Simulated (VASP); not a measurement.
# CaSe (Fm-3m) in VASP: settings compared

The runs below take CaSe through single point, with LDA, PBE, PBEsol, r2SCAN.

Program: VASP 6.6.1. These are calculated values, not measurements. Logs are shortened: lines on timing, memory, paths and dates and some standing lists are left out, and cuts for length are marked.

**Experimental background.**

From a printed reference work, monograph, original work of 1988, for a bulk crystal of CaSe at 2 K: band gap 3.85 eV (indirect).

The runs below are set against these values where they give the same quantity.

### 1 The cell of the first run

Symmetry: Fm-3m, No. 225, cubic system. The conventional cell has a = 5.935 Å, b = 5.935 Å, c = 5.935 Å, α = 90.00°, β = 90.00°, γ = 90.00°. Within 3.9 Å of Ca (site symmetry m-3m) lie 6 Se at 2.97 Å. Se (site symmetry m-3m) has 6 Ca at 2.97 Å within 3.9 Å.

### 2 Single point, LDA

File INCAR:

```
ALGO = Normal ; EDIFF = 1E-6
ENCUT = 500 ; GGA = CA
GGA_COMPAT = F ; ISIF = 2
ISMEAR = 0 ; LASPH = T
LCHARG = F ; LREAL = F
LWAVE = F ; NBANDS = 15
NELM = 120 ; PREC = Accurate
SIGMA = 0.01
```

File KPOINTS:

```
k-points
0
Gamma
  4 4 4
```

File POSCAR:

```
CaSe
1.0
    0.0000000000      2.9675306059      2.9675306059
    2.9675306059      0.0000000000      2.9675306059
    2.9675306059      2.9675306059      0.0000000000
Ca Se
1 1
Direct
    0.0000000000      0.0000000000      0.0000000000
    0.5000000000      0.5000000000      0.5000000000
```

Potentials or basis: VASP PAW LDA potentials, release 64 (Ca_sv, Se).

Run with:

```bash
cat potpaw_LDA.64/Ca_sv/POTCAR potpaw_LDA.64/Se/POTCAR > POTCAR
mpirun -np 1 vasp_std > vasp.out
```

OUTCAR:

```text
EDIFF = 1E-6
   ENCUT = 500
   GGA = CA
   ISIF = 2
   ISMEAR = 0
   LASPH = T
   LREAL = F
   NELM = 120
   PREC = Accurate

 ion  position               nearest neighbor table
   1  0.000  0.000  0.000-   2 2.97   2 2.97   2 2.97   2 2.97   2 2.97   2 2.97
   2  0.500  0.500  0.500-   1 2.97   1 2.97   1 2.97   1 2.97   1 2.97   1 2.97

  LATTYP: Found a face centered cubic cell.
 ALAT       =     5.9350612118

  Lattice vectors:

 A1 = (   0.0000000000,   2.9675306059,   2.9675306059)
 A2 = (   2.9675306059,   0.0000000000,   2.9675306059)
 A3 = (   2.9675306059,   2.9675306059,   0.0000000000)

Analysis of symmetry for initial positions (statically):
=====================================================================
 Subroutine PRICEL returns:
 Original cell was already a primitive cell.

 Routine SETGRP: Setting up the symmetry group for a
 face centered cubic supercell.

 Subroutine GETGRP returns: Found 48 space group operations
 (whereof 48 operations were pure point group operations)
 out of a pool of 48 trial point group operations.

The static configuration has the point symmetry O_h .

Analysis of symmetry for dynamics (positions and initial velocities):
=====================================================================
 Subroutine PRICEL returns:
 Original cell was already a primitive cell.

 Routine SETGRP: Setting up the symmetry group for a
 face centered cubic supercell.

 Subroutine GETGRP returns: Found 48 space group operations
 (whereof 48 operations were pure point group operations)
 out of a pool of 48 trial point group operations.

The dynamic configuration has the point symmetry O_h .

 Subroutine INISYM returns: Found 48 space group operations
 (whereof 48 operations are pure point group operations),
 and found     1 'primitive' translations

----------------------------------------------------------------------------------------

                                     Primitive cell

  volume of cell :      52.2656

  direct lattice vectors                    reciprocal lattice vectors
     0.000000000  2.967530606  2.967530606    -0.168490259  0.168490259  0.168490259
     2.967530606  0.000000000  2.967530606     0.168490259 -0.168490259  0.168490259
     2.967530606  2.967530606  0.000000000     0.168490259  0.168490259 -0.168490259

  length of vectors
     4.196722030  4.196722030  4.196722030     0.291833689  0.291833689  0.291833689

  position of ions in fractional coordinates (direct lattice)
     0.000000000  0.000000000  0.000000000
[... 71 lines left out ...]
   PSTRESS=    0.0 pullay stress
   NELECT =      16.0000    total number of electrons
   NUPDOWN=      -1.0000    fix difference up-down
   EMIN   =  10.00;   EMAX   =-10.00  energy-range for DOS
   EFERMI =   0.00;   METHOD = LEGACY
   ISMEAR =     0;   SIGMA  =   0.01  broadening in eV -4-tet -1-fermi 0-gaus
   EFERMI_NEDOS =   21; number of points for ismear=-14 and -15
   IALGO  =     38    algorithm
   IMIX   =      4    mixing-type and parameters
     AMIX     =   0.40;   BMIX     =  1.00
     AMIX_MAG =   1.60;   BMIX_MAG =  1.00
  volume/ion in A,a.u.               =      26.13       176.35
  Fermi-wavevector in a.u.,A,eV,Ry     =   1.103341  2.085012 16.563196  1.217361
  Thomas-Fermi vector in A             =   2.239797
   LORBIT       =      0    0 simple, 1 ext, 2 COOP (PROOUT), +10 PAW based schemes
   GGA     = CA    functional components
   LHFCALC =     F    Hartree Fock is set to
   AEXX    =    0.0000 exact exchange contribution
   IVDW    =     0    specifies the selected vdW correction
   LEPSILON=     F    determine dielectric tensor
   LRPA    =     F    only Hartree local field effects (RPA)
 non-spin polarized calculation
 Gauss-broadening in eV      SIGMA  =   0.01
  energy-cutoff  :      500.00
  volume of cell :       52.27
 maximum number of plane-waves:      1363
 NGX is ok and might be reduce to    32
   NGX = 15   NGY = 15   NGZ = 15

 number of electron      15.9999999 magnetization

 Free energy of the ion-electron system (eV)
  ---------------------------------------------------
  ext. energy  EPLUGINS =         0.00000000
  ---------------------------------------------------
  free energy    TOTEN  =       -10.52732630 eV

  energy without entropy =      -10.52732630  energy(sigma->0) =      -10.52732630

 E-fermi :   2.4078     XC(G=0):  -9.4521

 val. band max:        2.2905558060   @ k =   0.0000   0.0000   0.0000
 cond. band min:       4.1652505481   @ k =   0.5000   0.5000   0.0000
 fundamental gap:      1.8746947421
 Fermi energy:         2.4078259515

 k-point     1 :       0.0000    0.0000    0.0000
  band No.  band energies     occupation
      1     -37.0338      2.00000
      2     -18.3224      2.00000
      3     -18.3224      2.00000
      4     -18.3224      2.00000
      5      -9.5121      2.00000
      6       2.2906      2.00000
      7       2.2906      2.00000
      8       2.2906      2.00000
      9       5.3336      0.00000
     10       5.8255      0.00000
     11       5.8255      0.00000
     12       5.8255      0.00000
     13       6.4248      0.00000
     14       6.4248      0.00000
[... 113 lines left out ...]
      2     -18.3812      2.00000
      3     -18.3812      2.00000
      4     -18.3627      2.00000
      5      -8.8544      2.00000
      6       0.3002      2.00000
      7       0.3002      2.00000
      8       0.5964      2.00000
      9       6.5241      0.00000
     10       6.5241      0.00000
     11       7.3440      0.00000
     12       7.8493      0.00000
     13       8.1396      0.00000
     14      10.6755      0.00000
     15      11.0455      0.00000

------------------------ aborting loop because EDIFF is reached ----------------------------------------

  FORCE on cell =-STRESS in cart. coord.  units (eV):
  Direction    XX          YY          ZZ          XY          YZ          ZX
  --------------------------------------------------------------------------------------
  -------------------------------------------------------------------------------------
  Total       -1.0692466     -1.0692466     -1.0692466      0.0000000      0.0000000      0.0000000
  in kB      -32.7772739    -32.7772739    -32.7772739      0.0000000      0.0000000      0.0000000
  external PRESSURE =     -32.7772739 kB  Pullay stress =       0.0000000 kB

 VOLUME and BASIS-vectors are now :
 -----------------------------------------------------------------------------
  energy-cutoff  :      500.00
  volume of cell :       52.27
      direct lattice vectors                 reciprocal lattice vectors
     0.000000000  2.967530606  2.967530606    -0.168490259  0.168490259  0.168490259
     2.967530606  0.000000000  2.967530606     0.168490259 -0.168490259  0.168490259
     2.967530606  2.967530606  0.000000000     0.168490259  0.168490259 -0.168490259

 POSITION                                       TOTAL-FORCE (eV/Angst)
 -----------------------------------------------------------------------------------
      0.00000      0.00000      0.00000         0.000000      0.000000     -0.000000
      2.96753      2.96753      2.96753         0.000000      0.000000      0.000000
 -----------------------------------------------------------------------------------
    total drift:                                0.000000     -0.000000     -0.000000

  FREE ENERGIE OF THE ION-ELECTRON SYSTEM (eV)
  ---------------------------------------------------
  free  energy   TOTEN  =       -10.5273263037 eV

  energy  without entropy=      -10.5273263037  energy(sigma->0) =      -10.52732630
```

Run time: 11 s. Hardware: 1 thread of Intel Xeon 8259CL, shared host; peak memory 0.15 GiB.

What came out:

- Free energy: -10.5273 eV
- Pressure: -3.3 GPa
- Band gap on the k mesh: 1.87 eV, indirect (least direct gap 2.81 eV)

Caveat: the k points lie up to 0.46 Å⁻¹ apart. As with any semilocal functional, this LDA gap is likely too small.

### 3 Single point, PBE

File INCAR:

```
SYSTEM = CaSe
PREC = Accurate
ENCUT = 500
EDIFF = 1E-6
ISMEAR = 0
SIGMA = 0.01
LREAL = .FALSE.
LASPH = .TRUE.
NELM = 120
ALGO = Normal
ISIF = 2
LWAVE = .FALSE.
LCHARG = .FALSE.
GGA = PE
NBANDS = 15
GGA_COMPAT = .FALSE.
```

File KPOINTS:

```
regular mesh
0
G
  4 4 4
  0 0 0
```

POSCAR is that of step 2.

Potentials or basis: VASP PAW PBE potentials, release 64 (Ca_sv, Se).

Run with:

```bash
cat potpaw_PBE.64/Ca_sv/POTCAR potpaw_PBE.64/Se/POTCAR > POTCAR
mpirun -np 1 vasp_std > vasp.out
```

It took 19 s on 1 thread of Intel Xeon 8259CL, shared host; peak memory 0.17 GiB.

Results (log left out):

```yaml
Free_energy: -9.4679 eV
Pressure: 0.9 GPa
Band_gap_on_the_k_mesh: 2.04 eV, indirect (least direct gap 2.96 eV)
```

Levels at points of the mesh, in eV from the valence-band top:
```
           k point  band 6  band 7  band 8  band 9  band 10  band 11
(0.00, 0.00, 0.00)    0.00    0.00    0.00    3.28     3.70     3.70
(0.50, 0.00, 0.00)   -3.25   -1.18   -1.18    4.49     5.44     5.47
(0.50, 0.50, 0.00)   -2.50   -0.93   -0.93    2.04     5.00     5.01
```

Caveat: the k points lie up to 0.46 Å⁻¹ apart.

### 4 Single point, LDA

File INCAR:

```
PREC = Accurate
ENCUT = 500
EDIFF = 1E-6
ISMEAR = 0
SIGMA = 0.01
LREAL = F
LASPH = T
NELM = 120
ALGO = Normal
ISIF = 2
LWAVE = F
LCHARG = T
GGA = CA
LELF = T
LVHAR = T
NBANDS = 15
GGA_COMPAT = F
```

File KPOINTS:

```
Automatic mesh
0
Gamma
  6 6 6
```

POSCAR is that of step 3.

Potentials or basis: VASP PAW LDA potentials, release 64 (Ca_sv, Se).

Run with:

```bash
cat potpaw_LDA.64/Ca_sv/POTCAR potpaw_LDA.64/Se/POTCAR > POTCAR
mpirun -np 1 vasp_std > vasp.out
```

Run time: 22 s. Hardware: 1 thread of Intel Xeon 8259CL, shared host; peak memory 0.15 GiB.

The run converged. Its results:

* Free energy: -10.5442 eV
* Pressure: -3.4 GPa
* Band gap on the k mesh: 1.89 eV, indirect (least direct gap 2.82 eV)

Levels at points of the mesh, in eV from the valence-band top:
```tsv
k point	band 6	band 7	band 8	band 9	band 10	band 11
(0.00, 0.00, 0.00)	0.00	0.00	0.00	3.05	3.55	3.55
(0.50, 0.00, 0.00)	-3.31	-1.21	-1.21	4.35	5.29	5.32
(0.50, 0.50, 0.00)	-2.52	-0.93	-0.93	1.89	4.79	4.91
```

A k mesh can miss the band edges. As with any semilocal functional, this LDA gap is likely too small.

### 5 Single point, PBEsol

File INCAR:

```
ALGO = Normal ; EDIFF = 1E-6
ENCUT = 500 ; GGA = PS
GGA_COMPAT = F ; ISIF = 2
ISMEAR = 0 ; LASPH = T
LCHARG = F ; LREAL = F
LWAVE = F ; NBANDS = 15
NELM = 120 ; PREC = Accurate
SIGMA = 0.01
```

File KPOINTS:

```
k-points
0
Gamma
  6 6 6
```

POSCAR is that of step 4.

Potentials or basis: VASP PAW PBE potentials, release 64 (Ca_sv, Se).

Run with:

```bash
cat potpaw_PBE.64/Ca_sv/POTCAR potpaw_PBE.64/Se/POTCAR > POTCAR
mpirun -np 1 vasp_std > vasp.out
```

Wall time 20 s (1 thread of Intel Xeon 8259CL, shared host); peak memory 0.17 GiB.

It converged, with:

| Quantity | Value |
| --- | --- |
| Free energy | -10.0660 eV |
| Pressure | -1.5 GPa |
| Band gap on the k mesh | 1.95 eV, indirect (least direct gap 2.89 eV) |

Levels at points of the mesh, in eV from the valence-band top:
```csv
k point,band 4,band 5,band 6,band 7,band 8,band 9,band 10,band 11,band 12,band 13
"(0.00, 0.00, 0.00)",-20.64,-11.79,0.00,0.00,0.00,3.13,3.65,3.65,3.65,4.24
"(0.50, 0.00, 0.00)",-20.65,-11.10,-3.30,-1.19,-1.19,4.36,5.42,5.46,5.46,7.48
"(0.50, 0.50, 0.00)",-20.68,-11.22,-2.53,-0.94,-0.94,1.95,4.89,5.02,5.98,6.01
```

Caveat: the PAW data sets were made with another functional, which shifts forces and pressure a little.

(Continued in part 2 of 2.)
